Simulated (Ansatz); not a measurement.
# Ru (Ruthenium): further runs on the relaxed cell

The task here is to estimate one member of a computed series from the others.

Method: DFT r2SCAN, scalar-relativistic, plane waves, PAW, in Ansatz 0.2.0.

1 further run of the same task is left out (set aside as unsound or not needed).

**Starting point**

It takes space group P6_3/mmc (No. 194, hexagonal). The conventional cell has a = 2.702 Å, b = 2.702 Å, c = 4.266 Å, α = 90.00°, β = 90.00°, γ = 120.00°. Ru (site symmetry -6m2) is surrounded by 12 Ru at 2.64 to 2.70 Å.

As a file:

```cif
data_structure
_symmetry_space_group_name_H-M 'P 1'
_symmetry_Int_Tables_number 1
_cell_length_a 2.7023
_cell_length_b 2.7023
_cell_length_c 4.2660
_cell_angle_alpha 90.000
_cell_angle_beta 90.000
_cell_angle_gamma 120.000
_cell_volume 26.98
loop_
_atom_site_label
_atom_site_type_symbol
_atom_site_fract_x
_atom_site_fract_y
_atom_site_fract_z
_atom_site_occupancy
Ru1 Ru 0.33333 0.66667 0.25000 1
Ru2 Ru 0.66667 0.33333 0.75000 1
```

It is the result of an earlier relaxation at this level (volume 13.49 Å³/atom; gap on the mesh: none (metal)).

The first run:

File input.yaml:

```yaml
crystal:
  lattice:
    - [2.7023482466, 0.0, 0.0]
    - [-1.3511741233, 2.3403022314, 0.0]
    - [0.0, 0.0, 4.2659655344]
  atoms:
    - { symbol: Ru, position: [0.3333333333, 0.6666666667, 0.25] }
    - { symbol: Ru, position: [0.6666666667, 0.3333333333, 0.75] }
basis:
  ecutwfc: 500
kpoints:
  mp_grid: { grid: [18, 18, 10] }
  band_path:
    path:
      - [[0.0, 0.0, 0.0], [0.5, 0.0, 0.0], [0.33333333, 0.33333333, 0.0], [0.0, 0.0, 0.0], [0.0, 0.0, 0.5], [0.5, 0.0, 0.5], [0.33333333, 0.33333333, 0.5], [0.0, 0.0, 0.5]]
      - [[0.5, 0.0, 0.5], [0.5, 0.0, 0.0]]
      - [[0.33333333, 0.33333333, 0.5], [0.33333333, 0.33333333, 0.0]]
    npoints: 14
hamiltonian:
  xc: r2scan
scf:
  occupations: { method: gaussian, width: 0.1 }
  n_extra_bands: 6
output:
  forces: true
  stress: true
  eigenvalues: true
  populations: true
  dos: { projected: true, de: 0.02, nscf_kmesh: { grid: [27, 27, 15] } }
  bader: true
  write_density: true
  write_potential: true
  elf: true
  volumetric_format: npy
```

The run is started by

```bash
$ ansatz run input.yaml --threads 1 --pin off --max-ram 2560MiB --backend cpu --events-out ev --progress --plain --runs-dir out
```

Steps of the session up to this table: Electronic structure at the relaxed geometry; Point at V/V0 = 0.97; The cell scaled to 1.03 of its volume; The cell scaled to 0.94 of its volume; Volume × 1.06.

One table of the session follows, with a row left open; its other results are not shown here.

It belongs to the step «Energy against volume». 

```
volume (Å³/atom)  energy above the lowest point (meV/atom)  pressure (GPa)
          12.680                                      57.5           24.24
          13.085                                      13.5           11.07
          13.490                                       0.0            0.00
          13.894                                         ?               ?
          14.299                                      45.9          -17.07
```

Estimate the missing values for volume (Å³/atom) = 13.894.

Worked estimate for «energy above the lowest point (meV/atom)». A straight line through the neighbours (13.490, 0.0) and (14.299, 45.9) gives 0.0 + (45.9 − 0.0) × (13.894 − 13.490) / (14.299 − 13.490) = 22.9; a parabola fitted to 3 rows on both sides gives 10.8.

**Answer.** energy above the lowest point (meV/atom): 12.2; pressure (GPa): -9.29. In «energy above the lowest point (meV/atom)» the line misses by +10.7 and the parabola by -1.4.
